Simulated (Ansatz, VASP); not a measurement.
TaN in VASP and in Ansatz

```
Ta N
1.0
     2.92177    0.00000    0.00000
    -1.46088    2.53033    0.00000
     0.00000    0.00000    5.91652
Ta N
2 2
Cartesian
  -0.0087 -0.0307 2.9333
  -0.0162 0.0261 0.0319
  -0.0381 1.7111 1.5407
  1.4257 0.8011 4.4904
```

Change from the starting cell: atoms moved at random, drawn with an rms of 0.05 Å.

Alike in both runs: task single point; functional PBE; k mesh 10 × 10 × 5; occupations fermi-dirac, width 0.05 eV; no spin polarisation.

|  | VASP | Ansatz |
| --- | --- | --- |
| version | VASP 6.6.1 | Ansatz 0.2.0 |
| potentials or method | VASP PAW PBE potentials, release 64 (Ta_pv, N) | Ansatz PAW |
| plane-wave cutoff (eV) | 520 | 420 |
| valence electrons in the cell | 32 | 36 |

```csv
,VASP,Ansatz,Ansatz less VASP
gap on the k mesh at the Fermi level (eV),none,none,-
pressure (GPa),0.9,0.2,-0.69
largest component of the traceless stress (GPa),2.17,2.12,-0.053
rms of the force components (eV/Å),0.664,0.662,-0.0029
```

Atom by atom the forces differ by 0.003 eV/Å (rms over components). A gap of «none» marks a metal or a gap that the smearing closes. The two sets of potentials don't hold the same shells in valence.

Caveats: the pressure holds a Pulay correction of +0.4 GPa for the finite cutoff (Ansatz). The runs have no spin-orbit coupling, so splittings on Ta are missing.
